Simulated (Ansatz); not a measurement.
## CrO2 polymorphs, one row open

The calculation used Ansatz 0.2.0, DFT PBE, scalar-relativistic, plane waves, PAW. All cells share a 420 eV cutoff and Γ-centred k meshes spaced at most about 0.3 Å⁻¹ (about 0.25 or finer for metals, 2π included). Spin is collinear.

These are static total energies at zero pressure. Rows are sorted by volume; energies count from the lowest form computed. Coordination counts O atoms around Cr (those within 1.25 times the shortest such distance or 1.15 times the sum of covalent radii). The table shows 5 of 8 forms computed.

```
row                        form                                      source  atoms  coordination  V (Å³/atom)  gap on mesh (eV)                                            moments  ΔE (meV/atom)
  1        fluorite type, Fm-3m  invented, matches a Materials Project cell      3          Cr 8          8.7              0.55                                   parallel, 1.9 μB            282
  2       rutile type, P4_2/mnm                                         COD      6          Cr 6          9.6                 0                                   parallel, 1.7 μB              0
  3                        Pnma                           Materials Project     12          Cr 6         10.6                 0                                   parallel, 1.7 μB              ?
  4  cadmium iodide type, P-3m1                                    invented      3          Cr 6         12.9                 0                                   parallel, 1.7 μB            158
  5                      P4/mmm                                    invented      3          Cr 4         20.7                 0  parallel, 1.6 μB, with smaller opposite ones on O            583
```

The cell of row 3:

```
Cr O
1.0
     9.16988    0.00000    0.00000
     0.00000    2.91294    0.00000
     0.00000    0.00000    4.77052
Cr O
4 8
Direct
  0.63953 0.75000 0.46326
  0.13953 0.75000 0.03674
  0.36047 0.25000 0.53674
  0.86047 0.25000 0.96326
  0.27261 0.75000 0.33162
  0.77261 0.75000 0.16838
  0.72739 0.25000 0.66838
  0.22739 0.25000 0.83162
  0.46714 0.75000 0.69740
  0.96714 0.75000 0.80260
  0.53286 0.25000 0.30260
  0.03286 0.25000 0.19740
```

Problem. How far above the lowest form does the open row lie?

Solution. 42 meV/atom, which puts it above row 2 and below row 4. Counting O atoms around Cr, row 3 and the lowest form (row 2) both have Cr 6.

The lowest form is a structure that the Crystallography Open Database (COD) lists.

No dispersion correction is applied, so the spacing and binding between layers, chains or molecules are poorly described (P-3m1, P4/mmm), and this can change margins and order among such cells. Kohn–Sham gaps at this level usually fall short of measured ones. In such compounds of Cr a zero gap at this level may well be an artefact, since no Hubbard U is applied. Another magnetic order may lie lower. Cells relaxed within their symmetry can be saddle points. Some candidate types were left out of the draw beforehand, so a known form may be missing.
